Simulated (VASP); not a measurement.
Wanted: the native input for a VASP 6.6.1 run.

```yaml
Task: relaxation of cell and atoms
Functional: PBE
Dispersion: TS
Potentials_or_basis: VASP PAW PBE potentials, release 64 (Ni)
Cutoff: 600 eV
k_mesh: 13 × 13 × 13
Occupations: fermi-dirac, width 0.05 eV
Spin: collinear spin, ferromagnetic start
Starting_moments: "[1.0] μB"
Further_INCAR_settings: ALGO = Normal; EDIFF = 1e-07; IBRION = 2; EDIFFG = -0.01; NSW = 60; ISIF = 3
```

The structure of Ni lies in POSCAR:

```
Ni
1.0
    0.0000000000      1.7375729330      1.7375729330
    1.7375729330      0.0000000000      1.7375729330
    1.7375729330      1.7375729330      0.0000000000
Ni
1
Direct
    0.0000000000      0.0000000000      0.0000000000
```

The input as run:

INCAR

```
SYSTEM = Ni
  PREC = Accurate
  ENCUT = 600
  EDIFF = 1E-7
  ISMEAR = -1
  SIGMA = 0.05
  LREAL = .FALSE.
  LASPH = .TRUE.
  NELM = 120
  ALGO = Normal
  ISIF = 3
  LWAVE = .FALSE.
  LCHARG = .FALSE.
  ISPIN = 2
  MAGMOM = 1
  LORBIT = 11
  LMAXMIX = 4
  GGA = PE
  IVDW = 2
  IBRION = 2
  NSW = 60
  EDIFFG = -0.01
```

KPOINTS

```
Automatic mesh
0
G
  13 13 13
  0 0 0
```

Potentials or basis: VASP PAW PBE potentials, release 64 (Ni).

Launch:

```sh
$ cat potpaw_PBE.64/Ni/POTCAR > POTCAR
$ mpirun -np 1 vasp_std > vasp.out
```

Results of the run:

```yaml
Relaxed_volume: 10.03 Å³/atom
Relaxed_cell: a = 2.420 Å, b = 2.420 Å, c = 2.420 Å, α = 60.00°, β = 60.00°, γ = 60.00°
Space_group_after_relaxing_to_0.05_Å: Fm-3m (No. 225)
Energy_gained_by_relaxing: 16.7 meV/atom
Ionic_steps: 4
Pressure_after_relaxing: -0.1 GPa
Band_gap_on_the_k_mesh: none (metal or under the smearing width)
Net_moment: 0.62 μB per cell
Site_moments: Ni +0.62 μB
Valence_electrons_inside_the_program's_atomic_spheres: Ni 9.47
Dispersion_energy_per_atom: -1.040 eV
```

Caveat: atom-pairwise D2, TS and ULG terms overbind metals; pairwise dispersion overbinds metals, which lowers pressure and volume.

It took 45 s on 1 thread of Intel(R) Xeon(R) Platinum 8488C (Sapphire Rapids), with other jobs on the host, peak memory 0.15 GiB.
